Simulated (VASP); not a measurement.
**Ru: equation of state with PBE+D3(BJ)**

Ru:

```
Ru
1.0
     2.70523    0.00000    0.00000
    -1.35261    2.34279    0.00000
     0.00000    0.00000    4.24387
Ru
2
Direct
  0.66667 0.33333 0.75000
  0.33333 0.66667 0.25000
```

```yaml
Program: VASP 6.6.1
Task: equation of state
Functional: PBE
Dispersion: D3(BJ)
Potentials_or_basis: VASP PAW PBE potentials, release 64 (Ru_pv)
Cutoff: 520 eV
k_mesh: 10 × 10 × 6
Occupations: fermi-dirac, width 0.05 eV
Spin: no spin polarisation
```

The equilibrium volume is 13.46 Å³/atom. The bulk modulus at fixed shape and positions is 335 GPa and the pressure derivative of the bulk modulus is 4.8 (rough: it moves with the points fitted).

Energy against volume, from the lowest point:
```csv
volume (Å³/atom),energy (meV/atom)
12.910,25.03
13.179,6.17
13.448,0.00
13.717,5.10
13.986,20.25
```

All runs of the series together: 85 s on 1 thread of Intel(R) Xeon(R) Platinum 8259CL CPU @ 2.50GHz (Skylake/Cascade Lake) (shared host).

Caveat: the cell was scaled at fixed shape and fractional positions, which overstates the stiffness of a crystal with free parameters, most of all of layers and chains.
